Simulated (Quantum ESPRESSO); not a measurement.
The system is TiTe2.

```
Te Ti
1.0
     3.77700    0.00000    0.00000
    -1.88850    3.27098    0.00000
     0.00000    0.00000    6.49800
Te Ti
2 1
Direct
  0.33333 0.66667 0.73720
  0.66667 0.33333 0.26280
  0.00000 0.00000 0.00000
```

```yaml
Program: Quantum ESPRESSO 7.5
Task: single point
Functional: PBE
Potentials_or_basis: SSSP 1.3 efficiency PBE
Cutoff: 748 eV
Density_cutoff: 5987 eV
k_mesh: 8 × 8 × 4
Occupations: fermi-dirac, width 0.05 eV
Spin: no spin polarisation
```

On this cell: pressure 1.0 GPa; largest force 0.030 eV/Å; band gap on the k mesh none (metal or under the smearing width).

The same run follows on a disturbed copy (atoms moved at random, drawn with an rms of 0.05 Å):

```
CELL_PARAMETERS angstrom
3.77700 0.00000 0.00000
-1.88850 3.27098 0.00000
0.00000 0.00000 6.49800
ATOMIC_POSITIONS crystal
Te 0.33883 0.66074 0.74191
Te 0.66739 0.33800 0.26724
Ti 0.99875 0.99981 0.00240
```

Question: What does the disturbed cell give?

Answer: The energy (extrapolated to zero smearing) moves by +1.7 meV/atom; pressure 1.0 GPa; largest force 0.201 eV/Å; band gap on the k mesh none (metal or under the smearing width).

Forces in eV/Å, atoms in the order of the input:
```
Te  -0.132  0.084 -0.127
Te   0.044 -0.074 -0.039
Ti   0.088 -0.009  0.165
```

Stress tensor (GPa, compression positive):
```
 0.69  0.19  0.51
 0.19  1.01 -0.46
 0.51 -0.46  1.39
```

Caveats: this functional lacks dispersion, which binds the layers, so the pressure and a relaxed spacing across them are unreliable (some runs).
